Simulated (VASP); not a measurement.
# SnO2 (Cassiterite) (P4_2/mnm) in VASP: settings compared, part 2 of 2

VASP 6.6.1. The steps go on from the part before.

## 5. Relaxation of cell and atoms, PBE

Input file INCAR:

```
SYSTEM = SnO2
PREC = Accurate ; ENCUT = 630
EDIFF = 1E-6 ; ISMEAR = -1
SIGMA = 0.05 ; LREAL = .False.
LASPH = .True. ; NELM = 100
ALGO = Normal ; ISIF = 3
LWAVE = .False. ; LCHARG = .False.
GGA = PE ; IBRION = 2
NSW = 60 ; EDIFFG = -0.02
```

Input file KPOINTS:

```
Automatic mesh
0
Gamma
  6 6 8
  0 0 0
```

Input file POSCAR:

```
SnO2
1.0
    4.7380000000      0.0000000000      0.0000000000
    0.0000000000      4.7380000000      0.0000000000
    0.0000000000      0.0000000000      3.1865000000
Sn O
2 4
Direct
    0.5000000000      0.5000000000      0.5000000000
    0.0000000000      0.0000000000      0.0000000000
    0.8071000000      0.1929000000      0.5000000000
    0.6929000000      0.6929000000      0.0000000000
    0.1929000000      0.8071000000      0.5000000000
    0.3071000000      0.3071000000      0.0000000000
```

Started as:

```sh
cat potpaw_PBE.64/Sn_d_GW/POTCAR potpaw_PBE.64/O_GW/POTCAR > POTCAR
mpirun -np 1 vasp_std > vasp.out
```

Run time: 8.9 min. Hardware: 1 thread of Intel Xeon Platinum 8488C (Sapphire Rapids), shared host; peak memory 0.3 GiB.

Results (log left out):

```
Free energy                            : -37.4630 eV
Relaxed volume                         : 12.54 Å³/atom
Relaxed cell                           : a = 4.818 Å, b = 4.818 Å, c = 3.242 Å, α = 90.00°, β = 90.00°, γ = 90.00°
Space group after relaxing (to 0.05 Å) : P4_2/mnm (No. 136)
Energy gained by relaxing              : 20.2 meV/atom
Ionic steps                            : 5
Pressure after relaxing                : 0.1 GPa
Band gap on the k mesh                 : 0.68 eV, direct
```

Stress tensor (GPa, compression positive):
```
 0.20  0.00  0.00
 0.00  0.20  0.00
 0.00  0.00 -0.25
```

The path:
```
step  energy change (eV)  largest force (eV/Å)  pressure (GPa)  volume (Å³)
   1              0.0000                0.2759           10.61        71.53
   2              0.0526                0.3403           -9.87        80.02
   3             -0.1196                0.0566           -0.02        75.19
   4             -0.1196                0.0500            0.22        75.12
   5             -0.1210                0.0019            0.05        75.25
```

Final structure:
```
Sn O
1.0
     4.81792    0.00000    0.00000
     0.00000    4.81792    0.00000
     0.00000    0.00000    3.24170
Sn O
2 4
Direct
  0.50000 0.50000 0.50000
  0.00000 0.00000 0.00000
  0.80653 0.19347 0.50000
  0.69347 0.69347 0.00000
  0.19347 0.80653 0.50000
  0.30653 0.30653 0.00000
```

Levels at points of the mesh, in eV from the valence-band top:
| k point | band 24 | band 25 | band 26 | band 27 | band 28 | band 29 |
| --- | --- | --- | --- | --- | --- | --- |
| (0.00, 0.00, 0.00) | -0.74 | -0.74 | 0.00 | 0.68 | 5.69 | 6.06 |
| (0.50, 0.00, 0.00) | -1.21 | -0.60 | -0.60 | 3.90 | 3.90 | 6.81 |
| (0.50, 0.50, 0.00) | -1.33 | -0.85 | -0.85 | 4.29 | 4.29 | 7.16 |
| (0.00, 0.00, 0.50) | -1.53 | -1.18 | -1.18 | 5.61 | 5.61 | 9.39 |
| (0.50, 0.00, 0.50) | -1.02 | -0.74 | -0.74 | 5.87 | 5.87 | 7.64 |
| (0.50, 0.50, 0.50) | -0.92 | -0.78 | -0.78 | 4.37 | 4.37 | 8.64 |

Caveat: spin-orbit coupling is left out, which moves the levels of the heavy elements. PBE gaps usually lie below the measured ones, often by a third to a half.

## 6. Single point, LDA

Input file INCAR:

```
PREC     = Accurate       # precision mode
ENCUT    = 900            # plane-wave cutoff, eV
EDIFF    = 1E-8           # SCF threshold, eV
ISMEAR   = 0              # smearing method
SIGMA    = 0.05           # smearing width, eV
LREAL    = F              # projectors in reciprocal space
LASPH    = T              # aspherical terms in the spheres
NELM     = 100            # most SCF steps
ALGO     = Normal         # electronic algorithm
ISIF     = 2              # what is computed and relaxed
LWAVE    = F              # write WAVECAR
LCHARG   = F              # write CHGCAR
GGA      = CA             # functional
ADDGRID  = F
```

Input file KPOINTS:

```
Automatic mesh
0
Gamma
  7 7 10
```

POSCAR is that of step 5.

Potentials or basis: VASP PAW LDA potentials, release 64 (Sn_d, O).

Started as:

```sh
cat potpaw_LDA.64/Sn_d/POTCAR potpaw_LDA.64/O/POTCAR > POTCAR
mpirun -np 1 vasp_std > vasp.out
```

Wall time 2.3 min (1 thread of Intel Xeon 6975P-C (Granite Rapids), shared host); peak memory 0.37 GiB.

It converged, with:

```yaml
Free_energy: -42.3098 eV
Pressure: 0.4 GPa
Largest_force: 0.179 eV/Å
Band_gap_on_the_k_mesh: 1.17 eV, direct
```

Forces on the atoms (eV/Å):
```
Sn   0.000  0.000  0.000
Sn   0.000  0.000  0.000
O   -0.127  0.127  0.000
O    0.127  0.127  0.000
O    0.127 -0.127  0.000
O   -0.127 -0.127  0.000
```

Stress tensor (GPa, compression positive):
```
-0.07  0.00  0.00
 0.00 -0.07  0.00
 0.00  0.00  1.45
```

Levels at points of the mesh, in eV from the valence-band top:
| k point | band 22 | band 23 | band 24 | band 25 | band 26 | band 27 | band 28 | band 29 | band 30 | band 31 |
| --- | --- | --- | --- | --- | --- | --- | --- | --- | --- | --- |
| (0.00, 0.00, 0.00) | -1.26 | -1.26 | -0.81 | -0.81 | 0.00 | 1.17 | 5.92 | 6.10 | 6.10 | 10.11 |
| (0.00, 0.00, 0.50) | -2.67 | -1.71 | -1.71 | -1.28 | -1.28 | 6.05 | 6.05 | 9.51 | 9.51 | 10.42 |

Caveat: spin-orbit coupling is left out, which moves the levels of the heavy elements.

## 7. For comparison

An earlier run on the cell as given: functional PBEsol; potentials or basis VASP PAW PBE potentials, release 64 (Sn_d, O); cutoff 520 eV; k mesh 6 × 6 × 8; occupations fermi-dirac, width 0.05 eV; no spin polarisation.

- Pressure: 5.4 GPa
- Largest force: 0.229 eV/Å
- Band gap on the k mesh: 1.18 eV, direct

## 8. The runs side by side

| task | level | potentials or basis | cell | k mesh | cutoff (eV) | smearing | ladder | gap on the mesh (eV) | pressure (GPa) | relaxed volume (Å³/atom) | largest force (eV/Å) |
| --- | --- | --- | --- | --- | --- | --- | --- | --- | --- | --- | --- |
| relaxation of cell and atoms | PBE | VASP PAW PBE potentials, release 64 (Sn, O) | relaxed | 6 × 6 × 8 | 580 | fermi-dirac 0.05 eV | - | 0.64 | 0.0 | 12.59 | - |
| relaxation of cell and atoms | PBE | VASP PAW PBE potentials, release 64 (Sn_d, O) | relaxed | 6 × 6 × 8 | 600 | fermi-dirac 0.05 eV | - | 0.64 | -0.1 | 12.61 | - |
| relaxation of cell and atoms | PBE | VASP PAW PBE potentials, release 64 (Sn_d_GW, O_GW) | relaxed | 6 × 6 × 8 | 680 | fermi-dirac 0.05 eV | - | 0.68 | 0.0 | 12.55 | - |
| relaxation of cell and atoms | PBE | VASP PAW PBE potentials, release 64 (Sn_d_GW, O_GW) | relaxed | 6 × 6 × 8 | 630 | fermi-dirac 0.05 eV | - | 0.68 | 0.1 | 12.54 | - |
| single point | LDA | VASP PAW LDA potentials, release 64 (Sn_d, O) | as given | 7 × 7 × 10 | 900 | gaussian 0.05 eV | - | 1.17 | 0.4 | - | 0.18 |
| single point | PBEsol | VASP PAW PBE potentials, release 64 (Sn_d, O) | as given | 6 × 6 × 8 | 520 | fermi-dirac 0.05 eV | free | 1.18 | 5.4 | - | 0.23 |

Alike in all rows: no spin polarisation.

Caveats: spin-orbit coupling is left out, which moves the levels of the heavy elements; the PAW data sets were made with another functional, which shifts forces and pressure a little (some runs).

Absolute energies hang on the potentials; compare differences alone.
